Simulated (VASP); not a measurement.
A run of VASP 6.6.1 is set up as follows.

The input INCAR:

```
PREC = Accurate
ENCUT = 520
EDIFF = 1E-7
ISMEAR = 0
SIGMA = 0.1
LREAL = False
LASPH = True
NELM = 100
ALGO = Normal
ISIF = 2
LWAVE = False
LCHARG = True
GGA = PE
IVDW = 12
LELF = True
LVHAR = True
NBANDS = 8
```

File KPOINTS:

```
Automatic mesh
0
Gamma
  8 8 8
```

File POSCAR:

```
Li
1.0
    0.0000000000      2.2020000000      2.2020000000
    2.2020000000      0.0000000000      2.2020000000
    2.2020000000      2.2020000000      0.0000000000
Li
1
Direct
    0.0000000000      0.0000000000      0.0000000000
```

Potentials or basis: VASP PAW PBE potentials, release 64 (Li_sv).

Launch:

```console
$ cat potpaw_PBE.64/Li_sv/POTCAR > POTCAR
$ mpirun -np 1 vasp_std > vasp.out
```

Question: Predict the band gap on the k mesh.

Answer: None (metal or under the smearing width).

Question: What does it give for the dispersion energy per atom?

Answer: -0.160 eV.
